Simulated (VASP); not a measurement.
# MgO (Fm-3m) in VASP: further runs

Runs on MgO. Level: PBE. Tasks: single point.

Everything below comes from runs of VASP 6.6.1. Logs are shortened: lines on timing, memory, paths and dates and some standing lists are left out, and cuts for length are marked.

**Experimental background.**

“Electronic structure of alkaline earth and post-transition metal oxides”, 2009, arxiv:0908.1581 quotes, for a bulk crystal of MgO: band gap 7.83 eV.

How close the calculation comes is told below.

## 1. The crystal as given

The structure is cubic, space group Fm-3m (No. 225). Conventional cell: a = 4.330 Å, b = 4.330 Å, c = 4.330 Å, α = 90.00°, β = 90.00°, γ = 90.00°. Around Mg (site symmetry m-3m) lie 6 O at 2.17 Å. O (site symmetry m-3m) has 6 Mg at 2.17 Å as nearest neighbours.

## 2. Single point, PBE

Contents of INCAR:

```
SYSTEM = MgO
ALGO = Normal
EDIFF = 1E-6
ENCUT = 520
GGA = PE
ISIF = 2
ISMEAR = 0
LASPH = .True.
LCHARG = .True.
LELF = .True.
LREAL = .False.
LVHAR = .True.
LWAVE = .False.
NBANDS = 11
NELM = 100
PREC = Accurate
SIGMA = 0.03
```

Contents of KPOINTS:

```
k-points
0
Gamma
  8 8 8
  0 0 0
```

Contents of POSCAR:

```
MgO
1.0
    0.0000000000      2.1652500000      2.1652500000
    2.1652500000      0.0000000000      2.1652500000
    2.1652500000      2.1652500000      0.0000000000
Mg O
1 1
Direct
    0.0000000000      0.0000000000      0.0000000000
    0.5000000000      0.5000000000      0.5000000000
```

Potentials or basis: VASP PAW PBE potentials, release 64 (Mg, O).

Started as:

```sh
cat potpaw_PBE.64/Mg/POTCAR potpaw_PBE.64/O/POTCAR > POTCAR
mpirun -np 1 vasp_std > vasp.out
```

OUTCAR:

```text
SYSTEM = MgO
   EDIFF = 1E-6
   ENCUT = 520
   GGA = PE
   ISIF = 2
   ISMEAR = 0
   LASPH = .True.
   LREAL = .False.
   NELM = 100
   PREC = Accurate

 ion  position               nearest neighbor table
   1  0.000  0.000  0.000-   2 2.17   2 2.17   2 2.17   2 2.17   2 2.17   2 2.17
   2  0.500  0.500  0.500-   1 2.17   1 2.17   1 2.17   1 2.17   1 2.17   1 2.17

  LATTYP: Found a face centered cubic cell.
 ALAT       =     4.3305000000

  Lattice vectors:

 A1 = (   0.0000000000,   2.1652500000,   2.1652500000)
 A2 = (   2.1652500000,   0.0000000000,   2.1652500000)
 A3 = (   2.1652500000,   2.1652500000,   0.0000000000)

Analysis of symmetry for initial positions (statically):
=====================================================================
 Subroutine PRICEL returns:
 Original cell was already a primitive cell.

 Routine SETGRP: Setting up the symmetry group for a
 face centered cubic supercell.

 Subroutine GETGRP returns: Found 48 space group operations
 (whereof 48 operations were pure point group operations)
 out of a pool of 48 trial point group operations.

The static configuration has the point symmetry O_h .

Analysis of symmetry for dynamics (positions and initial velocities):
=====================================================================
 Subroutine PRICEL returns:
 Original cell was already a primitive cell.

 Routine SETGRP: Setting up the symmetry group for a
 face centered cubic supercell.

 Subroutine GETGRP returns: Found 48 space group operations
 (whereof 48 operations were pure point group operations)
 out of a pool of 48 trial point group operations.

The dynamic configuration has the point symmetry O_h .

 Subroutine INISYM returns: Found 48 space group operations
 (whereof 48 operations are pure point group operations),
 and found     1 'primitive' translations

----------------------------------------------------------------------------------------

                                     Primitive cell

  volume of cell :      20.3027

  direct lattice vectors                    reciprocal lattice vectors
     0.000000000  2.165250000  2.165250000    -0.230920217  0.230920217  0.230920217
     2.165250000  0.000000000  2.165250000     0.230920217 -0.230920217  0.230920217
     2.165250000  2.165250000  0.000000000     0.230920217  0.230920217 -0.230920217

  length of vectors
     3.062125916  3.062125916  3.062125916     0.399965548  0.399965548  0.399965548

[... 87 lines left out ...]
   ISYM   =      2    0-nonsym 1-usesym 2-fastsym
   POTIM  = 0.5000    time-step for ionic-motion
   TEBEG  =    0.0;   TEEND  =   0.0 temperature during run
   PSTRESS=    0.0 pullay stress
   NELECT =       8.0000    total number of electrons
   NUPDOWN=      -1.0000    fix difference up-down
   EMIN   =  10.00;   EMAX   =-10.00  energy-range for DOS
   EFERMI =   0.00;   METHOD = LEGACY
   ISMEAR =     0;   SIGMA  =   0.03  broadening in eV -4-tet -1-fermi 0-gaus
   EFERMI_NEDOS =   21; number of points for ismear=-14 and -15
   IALGO  =     38    algorithm
   IMIX   =      4    mixing-type and parameters
     AMIX     =   0.40;   BMIX     =  1.00
     AMIX_MAG =   1.60;   BMIX_MAG =  1.00
  volume/ion in A,a.u.               =      10.15        68.50
  Fermi-wavevector in a.u.,A,eV,Ry     =   1.200200  2.268048 19.598905  1.440479
  Thomas-Fermi vector in A             =   2.336042
   LORBIT       =      0    0 simple, 1 ext, 2 COOP (PROOUT), +10 PAW based schemes
   GGA     = PE    functional components
   LHFCALC =     F    Hartree Fock is set to
   AEXX    =    0.0000 exact exchange contribution
   IVDW    =     0    specifies the selected vdW correction
   LEPSILON=     F    determine dielectric tensor
   LRPA    =     F    only Hartree local field effects (RPA)
 non-spin polarized calculation
 Gauss-broadening in eV      SIGMA  =   0.03
  energy-cutoff  :      520.00
  volume of cell :       20.30
 maximum number of plane-waves:       568
   NGX = 11   NGY = 11   NGZ = 11

 number of electron       7.9999996 magnetization

 Free energy of the ion-electron system (eV)
  ---------------------------------------------------
  ext. energy  EPLUGINS =         0.00000000
  ---------------------------------------------------
  free energy    TOTEN  =       -11.88332826 eV

  energy without entropy =      -11.88332826  energy(sigma->0) =      -11.88332826

 E-fermi :   2.7877     XC(G=0): -10.6914

 val. band max:        2.5902098058   @ k =   0.0000   0.0000   0.0000
 cond. band min:       6.5485689333   @ k =   0.0000   0.0000   0.0000
 fundamental gap:      3.9583591275
 Fermi energy:         2.7876591878

 k-point     1 :       0.0000    0.0000    0.0000
  band No.  band energies     occupation
      1     -14.2683      2.00000
      2       2.5902      2.00000
      3       2.5902      2.00000
      4       2.5902      2.00000
      5       6.5486      0.00000
      6      17.9161      0.00000
      7      17.9161      0.00000
      8      17.9161      0.00000
      9      21.6201      0.00000
     10      23.2999      0.00000
     11      23.2999      0.00000
[... 309 lines left out ...]
 k-point    24 :      -0.3750    0.2500    0.1250
  band No.  band energies     occupation
      1     -13.0514      2.00000
      2      -1.0976      2.00000
      3       0.8334      2.00000
      4       1.7090      2.00000
      5      11.6820      0.00000
      6      13.9698      0.00000
      7      15.2430      0.00000
      8      18.4906      0.00000
      9      22.1519      0.00000
     10      23.5689      0.00000
     11      27.4431      0.00000

 [... further k-points ...]

------------------------ aborting loop because EDIFF is reached ----------------------------------------

  FORCE on cell =-STRESS in cart. coord.  units (eV):
  Direction    XX          YY          ZZ          XY          YZ          ZX
  --------------------------------------------------------------------------------------
  -------------------------------------------------------------------------------------
  Total       -1.0017940     -1.0017940     -1.0017940      0.0000000      0.0000000      0.0000000
  in kB      -79.0560099    -79.0560099    -79.0560099      0.0000000      0.0000000      0.0000000
  external PRESSURE =     -79.0560099 kB  Pullay stress =       0.0000000 kB

 VOLUME and BASIS-vectors are now :
 -----------------------------------------------------------------------------
  energy-cutoff  :      520.00
  volume of cell :       20.30
      direct lattice vectors                 reciprocal lattice vectors
     0.000000000  2.165250000  2.165250000    -0.230920217  0.230920217  0.230920217
     2.165250000  0.000000000  2.165250000     0.230920217 -0.230920217  0.230920217
     2.165250000  2.165250000  0.000000000     0.230920217  0.230920217 -0.230920217

 POSITION                                       TOTAL-FORCE (eV/Angst)
 -----------------------------------------------------------------------------------
      0.00000      0.00000      0.00000        -0.000000      0.000000     -0.000000
      2.16525      2.16525      2.16525         0.000000     -0.000000      0.000000
 -----------------------------------------------------------------------------------
    total drift:                               -0.000000     -0.000000      0.000000

  FREE ENERGIE OF THE ION-ELECTRON SYSTEM (eV)
  ---------------------------------------------------
  free  energy   TOTEN  =       -11.8833282593 eV

  energy  without entropy=      -11.8833282593  energy(sigma->0) =      -11.88332826
```

OSZICAR:

```text
N       E                     dE             d eps       ncg     rms          rms(c)
DAV:   1     0.136574154609E+02    0.13657E+02   -0.45042E+03   766   0.643E+02
DAV:   2    -0.127501369161E+02   -0.26408E+02   -0.25719E+02   737   0.130E+02
DAV:   3    -0.134397948080E+02   -0.68966E+00   -0.68901E+00   769   0.181E+01
DAV:   4    -0.134415922251E+02   -0.17974E-02   -0.17974E-02   704   0.106E+00
DAV:   5    -0.134415981002E+02   -0.58750E-05   -0.58750E-05   746   0.609E-02    0.717E+00
DAV:   6    -0.119087087308E+02    0.15329E+01   -0.94941E+00   662   0.164E+01    0.238E+00
DAV:   7    -0.118905013210E+02    0.18207E-01   -0.79632E-02   695   0.232E+00    0.136E+00
DAV:   8    -0.118838502658E+02    0.66511E-02   -0.34566E-02   671   0.204E+00    0.271E-01
DAV:   9    -0.118833709104E+02    0.47936E-03   -0.65801E-04   725   0.182E-01    0.153E-01
DAV:  10    -0.118833260648E+02    0.44846E-04   -0.55706E-04   695   0.179E-01    0.746E-03
DAV:  11    -0.118833283031E+02   -0.22383E-05   -0.47403E-06   725   0.155E-02    0.638E-03
DAV:  12    -0.118833282593E+02    0.43820E-07   -0.75003E-07   432   0.660E-03
   1 F= -.11883328E+02 E0= -.11883328E+02  d E =-.152580E-22
```

stdout:

```text
POSCAR found type information on POSCAR MgO
 POSCAR found :  2 types and       2 ions
 scaLAPACK will be used
 LDA part: xc-table for (Slater+PW92), standard interpolation
 POSCAR, INCAR and KPOINTS ok, starting setup
 FFT: planning ... GRIDC
 FFT: planning ... GRID_SOFT
 FFT: planning ... GRID
 WAVECAR not read
 entering main loop
```

It took 3.3 s on 1 thread of Intel Xeon 6975P-C (Granite Rapids), shared host; peak memory 0.13 GiB.

What came out:

* Free energy: -11.8833 eV
* Pressure: -7.9 GPa
* Band gap on the k mesh: 3.96 eV, direct

Levels at points of the mesh, in eV from the valence-band top:
```
           k point  band 1  band 2  band 3  band 4  band 5  band 6  band 7  band 8
(0.00, 0.00, 0.00)  -16.86    0.00    0.00    0.00    3.96   15.33   15.33   15.33
(0.50, 0.00, 0.00)  -15.77   -4.27   -0.57   -0.57    7.38   11.67   15.47   15.47
(0.50, 0.50, 0.00)  -15.54   -3.75   -1.24   -1.24    9.01    9.09   12.24   17.74
```

## 3. Single point, PBE

Contents of INCAR:

```
SYSTEM = MgO
ALGO = Fast
EDIFF = 1E-7
ENCUT = 520
GGA = PE
ISIF = 2
ISMEAR = 0
LASPH = .TRUE.
LCHARG = .FALSE.
LREAL = .FALSE.
LWAVE = .FALSE.
NBANDS = 11
NELM = 80
PREC = Accurate
SIGMA = 0.03
```

Contents of KPOINTS:

```
k-points
0
G
  8 8 8
  0 0 0
```

POSCAR is that of step 2.

Potentials or basis: VASP PAW PBE potentials, release 64 (Mg, O).

Started as:

```sh
cat potpaw_PBE.64/Mg/POTCAR potpaw_PBE.64/O/POTCAR > POTCAR
mpirun -np 1 vasp_std > vasp.out
```

OUTCAR:

```text
SYSTEM = MgO
   EDIFF = 1E-7
   ENCUT = 520
   GGA = PE
   ISIF = 2
   ISMEAR = 0
   LASPH = .TRUE.
   LREAL = .FALSE.
   NELM = 80
   PREC = Accurate

 ion  position               nearest neighbor table
   1  0.000  0.000  0.000-   2 2.17   2 2.17   2 2.17   2 2.17   2 2.17   2 2.17
   2  0.500  0.500  0.500-   1 2.17   1 2.17   1 2.17   1 2.17   1 2.17   1 2.17

  LATTYP: Found a face centered cubic cell.
 ALAT       =     4.3305000000

  Lattice vectors:

 A1 = (   0.0000000000,   2.1652500000,   2.1652500000)
 A2 = (   2.1652500000,   0.0000000000,   2.1652500000)
 A3 = (   2.1652500000,   2.1652500000,   0.0000000000)

Analysis of symmetry for initial positions (statically):
=====================================================================
 Subroutine PRICEL returns:
 Original cell was already a primitive cell.

 Routine SETGRP: Setting up the symmetry group for a
 face centered cubic supercell.

 Subroutine GETGRP returns: Found 48 space group operations
 (whereof 48 operations were pure point group operations)
 out of a pool of 48 trial point group operations.

The static configuration has the point symmetry O_h .

Analysis of symmetry for dynamics (positions and initial velocities):
=====================================================================
 Subroutine PRICEL returns:
 Original cell was already a primitive cell.

 Routine SETGRP: Setting up the symmetry group for a
 face centered cubic supercell.

 Subroutine GETGRP returns: Found 48 space group operations
 (whereof 48 operations were pure point group operations)
 out of a pool of 48 trial point group operations.

The dynamic configuration has the point symmetry O_h .

 Subroutine INISYM returns: Found 48 space group operations
 (whereof 48 operations are pure point group operations),
 and found     1 'primitive' translations

----------------------------------------------------------------------------------------

[... 121 lines left out ...]
   LEPSILON=     F    determine dielectric tensor
   LRPA    =     F    only Hartree local field effects (RPA)
 non-spin polarized calculation
 RMM-DIIS sequential band-by-band and
 Gauss-broadening in eV      SIGMA  =   0.03
  energy-cutoff  :      520.00
  volume of cell :       20.30
 maximum number of plane-waves:       568
   NGX = 11   NGY = 11   NGZ = 11

 number of electron       7.9999996 magnetization

 Free energy of the ion-electron system (eV)
  ---------------------------------------------------
  ext. energy  EPLUGINS =         0.00000000
  ---------------------------------------------------
  free energy    TOTEN  =       -11.88332820 eV

  energy without entropy =      -11.88332820  energy(sigma->0) =      -11.88332820

 E-fermi :   2.7877     XC(G=0): -10.6913

 val. band max:        2.5900537500   @ k =   0.0000   0.0000   0.0000
 cond. band min:       6.5485563177   @ k =   0.0000   0.0000   0.0000
 fundamental gap:      3.9585025678
 Fermi energy:         2.7876729007

 k-point     1 :       0.0000    0.0000    0.0000
  band No.  band energies     occupation
      1     -14.2685      2.00000
      2       2.5901      2.00000
      3       2.5901      2.00000
      4       2.5901      2.00000
      5       6.5486      0.00000
      6      17.9161      0.00000
      7      17.9161      0.00000
      8      17.9161      0.00000
      9      21.6202      0.00000
     10      23.3000      0.00000
     11      23.3000      0.00000
[... 309 lines left out ...]
 k-point    24 :      -0.3750    0.2500    0.1250
  band No.  band energies     occupation
      1     -13.0515      2.00000
      2      -1.0977      2.00000
      3       0.8333      2.00000
      4       1.7089      2.00000
      5      11.6820      0.00000
      6      13.9697      0.00000
      7      15.2431      0.00000
      8      18.4906      0.00000
      9      22.1519      0.00000
     10      23.5689      0.00000
     11      27.4431      0.00000

 [... further k-points ...]

------------------------ aborting loop because EDIFF is reached ----------------------------------------

  FORCE on cell =-STRESS in cart. coord.  units (eV):
  Direction    XX          YY          ZZ          XY          YZ          ZX
  --------------------------------------------------------------------------------------
  -------------------------------------------------------------------------------------
  Total       -0.9996808     -0.9996808     -0.9996808      0.0000000      0.0000000     -0.0000000
  in kB      -78.8892439    -78.8892439    -78.8892439      0.0000000      0.0000000     -0.0000000
  external PRESSURE =     -78.8892439 kB  Pullay stress =       0.0000000 kB

 VOLUME and BASIS-vectors are now :
 -----------------------------------------------------------------------------
  energy-cutoff  :      520.00
  volume of cell :       20.30
      direct lattice vectors                 reciprocal lattice vectors
     0.000000000  2.165250000  2.165250000    -0.230920217  0.230920217  0.230920217
     2.165250000  0.000000000  2.165250000     0.230920217 -0.230920217  0.230920217
     2.165250000  2.165250000  0.000000000     0.230920217  0.230920217 -0.230920217

 POSITION                                       TOTAL-FORCE (eV/Angst)
 -----------------------------------------------------------------------------------
      0.00000      0.00000      0.00000         0.000000      0.000000      0.000000
      2.16525      2.16525      2.16525        -0.000000     -0.000000      0.000000
 -----------------------------------------------------------------------------------
    total drift:                               -0.000000     -0.000000      0.000000

  FREE ENERGIE OF THE ION-ELECTRON SYSTEM (eV)
  ---------------------------------------------------
  free  energy   TOTEN  =       -11.8833281954 eV

  energy  without entropy=      -11.8833281954  energy(sigma->0) =      -11.88332820
```

stdout:

```text
POSCAR found type information on POSCAR MgO
 POSCAR found :  2 types and       2 ions
 scaLAPACK will be used
 LDA part: xc-table for (Slater+PW92), standard interpolation
 POSCAR, INCAR and KPOINTS ok, starting setup
 FFT: planning ... GRIDC
 FFT: planning ... GRID_SOFT
 FFT: planning ... GRID
 WAVECAR not read
 entering main loop
```

Wall time 4 s (1 thread of Intel Xeon 6975P-C (Granite Rapids), shared host); peak memory 0.14 GiB.

What came out:

```yaml
Free_energy: -11.8833 eV
Pressure: -7.9 GPa
Band_gap_on_the_k_mesh: 3.96 eV, direct
```

## 4. Against experiment

Step 2. Measured gap of MgO: 7.83 eV (quoted in “Electronic structure of alkaline earth and post-transition metal oxides”, 2009, arxiv:0908.1581). This calculation gives 3.96 eV (-3.87 eV). The value is that of PBE, without temperature or zero-point motion. Semilocal functionals fall short of measured gaps as a rule.

Step 3. A measured gap of MgO is 7.83 eV (quoted in “Electronic structure of alkaline earth and post-transition metal oxides”, 2009, arxiv:0908.1581); the calculated 3.96 eV misses it by -3.87 eV. The value is that of PBE, without temperature or zero-point motion. Semilocal functionals fall short of measured gaps as a rule.
